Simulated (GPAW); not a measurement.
Runs of GPAW 26.7.0 on ZnS. It takes space group F-43m (No. 216, cubic). Conventional cell: a = 5.404 Å, b = 5.404 Å, c = 5.404 Å, α = 90.00°, β = 90.00°, γ = 90.00°. Around Zn (site symmetry -43m) lie 4 S at 2.34 Å. Around S (site symmetry -43m) lie 4 Zn at 2.34 Å. 

| task | level | potentials or basis | cell | k mesh | cutoff (eV) | maxiter | hybrids on these orbitals | oneshot functional | band path | band points | other keys | gap on the mesh (eV) | pressure (GPa) | V0 of scaled cells (Å³/atom) | B0 (GPa) |
| --- | --- | --- | --- | --- | --- | --- | --- | --- | --- | --- | --- | --- | --- | --- | --- |
| equation of state | PBE | PAW data sets generated in the run's folder for this functional, pw | as given | 7 × 7 × 7 | 600 | 150 | - | - | - | - | - | - | - | 20.18 | (b) |
| one-shot levels of the hybrid HSE06 | PBE | GPAW PAW data sets (gpaw-data 1.2.1), pw | as given | 5 × 5 × 5 | 500 | 150 | ["HSE06", "EXX", "YS-PBE0"] | HSE06 | - | - | - | (a) | 1.6 | - | - |
| equation of state | PBEint | PAW data sets generated in the run's folder for this functional, pw | as given | 7 × 7 × 7 | 600 | 150 | - | - | - | - | - | - | - | 19.59 | (c) |
| equation of state | revPBE+D4 | the program's PAW data sets (release 1.2.1) made for this functional, pw | as given | 7 × 7 × 7 | 600 | 150 | - | - | - | - | - | - | - | 19.30 | 77 |
| band structure | AM05 | PAW data sets generated in the run's folder for this functional, pw | as given | 7 × 7 × 7 | 600 | 150 | - | - | GXWKGLUWLK,UX | 60 | - | 2.09 | -1.3 | - | - |
| band structure | PW91 | PAW data sets generated in the run's folder for this functional, pw | as given | 7 × 7 × 7 | 600 | 150 | - | - | GXWKGLUWLK,UX | 60 | - | 2.07 | 1.2 | - | - |
| phonons | PBE+D3 | GPAW PAW data sets (gpaw-data 1.2.1), newer versions, pw | relaxed | 9 × 9 × 9 | 510 | 75 | - | - | - | - | several, not listed | 2.17 | 0.0 | - | - |
| band structure | vdW-DF2 | GPAW PAW data sets (gpaw-data 1.2.1), pw | as given | 7 × 7 × 7 | 600 | 150 | - | - | GXWKGLUWLK,UX | 100 | - | 2.09 | - | - | - |
| single point | LDA | the program's PAW data sets (release 1.2.1) made for this functional, pw | as given | 7 × 7 × 7 | 500 | 80 | - | - | - | - | - | 1.86 | (d) | - | - |
| phonons | AM05 | PAW data sets generated in the run's folder for this functional, pw | relaxed | 9 × 9 × 9 | 510 | 150 | - | - | - | - | - | 2.17 | 0.0 | - | - |

Alike in all rows: no spin polarisation; smearing fermi-dirac 0.05 eV.

Q: Estimate the missing entries.

A: (a) 2.10; (b) 70; (c) 75; (d) -5.1.

Caveats: the cutoff is short for stress and forces, so pressures can be off by a GPa or more (some runs); the LO-TO splitting is left out (some runs); energy and the plain gap are those of the semilocal run (some runs); the hybrids' values are one shot on its orbitals and mesh (some runs); the PAW data sets were made with another functional, which shifts forces and pressure a little (some runs).

